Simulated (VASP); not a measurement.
# SiC in VASP 6.6.1, single-point calculation

INCAR

```
NBANDS = 16
ENCUT = 520
ISIF = 2
LASPH = .TRUE.
LREAL = .FALSE.
LWAVE = .FALSE.
GGA = PE
LCHARG = .FALSE.
ISMEAR = -5
NSW = 0
SIGMA = 0.02
PREC = Accurate
EDIFF = 1E-7
NELM = 61
IBRION = -1
```

KPOINTS

```
KPOINTS created by Atomic Simulation Environment
0
Gamma
1 1 1
0 0 0
```

POSCAR

```
Si C
 1.0000000000000000
     3.0446026768352743    0.0000000000000000    0.0000000000000000
    -1.5223013384176372    2.6367032625694513    0.0000000000000000
     0.0000000000000000    0.0000000000000000    4.9976270101000004
 Si  C
   2   2
Cartesian
 -0.0000000000000000  1.7578021750463011 -0.0019828898376852
  1.5223013384176367  0.8789010875231505  2.4968306152123150
 -0.0000000000000000  1.7578021750463011  1.8760930186251852
  1.5223013384176367  0.8789010875231505  4.3749065236751852
```

The recommended PBE PAW datasets give the neutral cell 16 valence electrons.

Command

```
mpirun -np 1 vasp_std
```

Standard output (part)

```
POSCAR found type information on POSCAR SiC
 POSCAR found :  2 types and       4 ions
 LDA part: xc-table for (Slater+PW92), standard interpolation
|     EEEEEEE  RRRRRR   RRRRRR   OOOOOOO  RRRRRR      ###     ###     ###     |
|     E        R     R  R     R  O     O  R     R     ###     ###     ###     |
|     E        R     R  R     R  O     O  R     R     ###     ###     ###     |
|     EEEEE    RRRRRR   RRRRRR   O     O  RRRRRR       #       #       #      |
|     E        R    R   R    R   O     O  R    R      ###     ###     ###     |
|     EEEEEEE  R     R  R     R  OOOOOOO  R     R     ###     ###     ###     |
|     IBZKPT: tetrahedron method fails for NKPT<4. NKPT = 1                   |
|       ---->  I REFUSE TO CONTINUE WITH THIS SICK JOB ... BYE!!! <----       |
```

VASP stopped before the first electronic step.

Task: Find the fault in these files.

Result: Tetrahedra on too few k points. VASP stopped before the first electronic step.
